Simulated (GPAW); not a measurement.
Crystal: GaSb.

```
CELL_PARAMETERS angstrom
-2.75343 2.75343 1.59071
2.75343 -2.75343 1.59071
2.75343 2.75343 -1.59071
ATOMIC_POSITIONS crystal
Sb 0.00000 0.00000 0.00000
Ga 0.75000 0.25000 0.50000
```

Measurements of this composition are mostly on another form, of space group No. 216.

Base run:

| Quantity | Value |
| --- | --- |
| Program | GPAW 26.7.0 |
| Functional | PW91 |
| Potentials or basis | PAW data sets generated in the run's folder for this functional |
| Cutoff | 600 eV |
| Basis | pw |
| k mesh | 10 × 10 × 10 |
| Occupations | fermi-dirac, width 0.05 eV |
| Spin | no spin polarisation |

Its results: band gap on the k mesh none (metal or under the smearing width); pressure 0.0 GPa.

Task: The run is repeated on the same cell with these changes: functional from PW91 to r2SCAN; potentials or basis from PAW data sets generated in the run's folder for this functional to GPAW PAW data sets (gpaw-data 1.2.1). What comes out?

Result: Band gap on the k mesh none (metal or under the smearing width); pressure -1.7 GPa.

Caveats: the PAW data sets were made with another functional, which shifts forces and pressure a little (some runs).
